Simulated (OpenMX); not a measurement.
The system is CuO.

```
Cu O
1.0
     2.55255    0.00000    0.00000
     0.00000    2.55255    0.00000
     0.00000    0.00000    2.55255
Cu O
1 1
Direct
  0.00000 0.00000 0.00000
  0.50000 0.50000 0.50000
```

Measurements of this composition are mostly on another form, of space group No. 15.

| Quantity | Value |
| --- | --- |
| Program | OpenMX 3.8.5 |
| Task | single point |
| Functional | PBE |
| Potentials or basis | OpenMX 2013 PBE set, Cu6.0H-s3p2d2, O6.0-s2p2d1, grid cutoff 500 Ry |
| k mesh | 11 × 11 × 11 |
| Occupations | fermi-dirac, width 0.05 eV |
| Spin | no spin polarisation |

On this cell: pressure 23.3 GPa; largest force zero by symmetry; band gap on the k mesh none (metal or under the smearing width).

The same run follows on a disturbed copy (atoms moved at random, drawn with an rms of 0.05 Å):

```
Cu O
1.0
     2.55255    0.00000    0.00000
     0.00000    2.55255    0.00000
     0.00000    0.00000    2.55255
Cu O
1 1
Direct
  0.01289 0.00275 0.99633
  0.48376 0.50227 0.50036
```

**Question.** What does the disturbed cell give?

**Answer.** The energy (extrapolated to zero smearing) moves by +3.6 meV/atom; pressure 24.0 GPa; largest force 0.200 eV/Å; band gap on the k mesh none (metal or under the smearing width).

Forces on the atoms (eV/Å):
```
Cu  -0.198  0.021  0.020
O    0.188  0.002 -0.029
```

The forces don't sum to zero, so they hold noise of the program's grid.

Caveats: the basis of atomic orbitals isn't converged, which shifts pressures, moduli and gaps; an odd number of electrons without spin polarisation forces a metal; a magnetic or distorted state may lie lower; the run has no spin polarisation, though such a crystal can be magnetic; semilocal functionals often make such compounds metallic where correlation or magnetic order opens a gap, which also shifts bond lengths; so large a pressure means that the cell lies far from this level's equilibrium, or that cutoff or potentials fall short (some runs).
